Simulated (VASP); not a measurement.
**BaZrO3: relaxation of cell and atoms with PBE**

The system is BaZrO3.

```xyz
5
Lattice="4.2272 0.0000 0.0000 0.0000 4.2272 0.0000 0.0000 0.0000 4.2272" Properties=species:S:1:pos:R:3 pbc="T T T"
Ba    0.0000    0.0000    0.0000
Zr    2.1136    2.1136    2.1136
O     0.0000    2.1136    2.1136
O     2.1136    0.0000    2.1136
O     2.1136    2.1136    0.0000
```

The cell isn't the ideal one: cell and atoms relaxed tightly for response.

- Program: VASP 6.6.1
- Task: relaxation of cell and atoms
- Functional: PBE
- Potentials or basis: VASP PAW PBE potentials, release 64 (Ba_sv, Zr_sv, O)
- Cutoff: 600 eV
- k mesh: 6 × 6 × 6
- Occupations: gaussian, width 0.01 eV
- Spin: no spin polarisation
- Dipole correction: no
- Further INCAR settings: ALGO = Normal; EDIFF = 1e-06; IBRION = 2; EDIFFG = -0.001; NSW = 80; ISIF = 3

```yaml
Relaxed_volume: 15.19 Å³/atom
Relaxed_cell: a = 4.235 Å, b = 4.235 Å, c = 4.235 Å, α = 90.00°, β = 90.00°, γ = 90.00°
Space_group_after_relaxing_to_0.05_Å: Pm-3m (No. 221)
Energy_gained_by_relaxing: 0.2 meV/atom
Ionic_steps: 3
Pressure_after_relaxing: 0.0 GPa
Band_gap_on_the_k_mesh: 3.12 eV, indirect (least direct gap 3.38 eV)
```

The path:
```
step  energy change (eV)  largest force (eV/Å)  pressure (GPa)  volume (Å³)
   1              0.0000                0.0000            0.79        75.53
   2              0.0001                0.0000           -0.81        76.35
   3             -0.0010                0.0000            0.00        75.94
```

Final structure:
```
Ba Zr O
1.0
     4.23462    0.00000    0.00000
     0.00000    4.23462    0.00000
     0.00000    0.00000    4.23462
Ba Zr O
1 1 3
Direct
  0.00000 0.00000 0.00000
  0.50000 0.50000 0.50000
  0.00000 0.50000 0.50000
  0.50000 0.00000 0.50000
  0.50000 0.50000 0.00000
```

Levels at points of the mesh, in eV from the valence-band top:
```
           k point  band 16  band 17  band 18  band 19  band 20  band 21  band 22  band 23  band 24
(0.00, 0.00, 0.00)    -0.94    -0.94    -0.26    -0.26    -0.26     3.12     3.12     3.12     4.62
(0.50, 0.00, 0.00)    -1.69    -1.69    -1.60    -0.49    -0.49     3.54     5.51     5.51     6.32
(0.50, 0.50, 0.00)    -2.31    -0.93    -0.93    -0.86    -0.07     5.48     5.48     6.28     6.31
(0.50, 0.50, 0.50)    -2.52    -2.52     0.00     0.00     0.00     5.86     5.86     5.86     6.74
```

It took 84 s on 1 thread of Intel(R) Xeon(R) Platinum 8488C (Sapphire Rapids), on a shared host, peak memory 0.24 GiB.

Caveat: spin-orbit coupling is left out, which moves the levels of the heavy elements. A k mesh can miss the band edges.
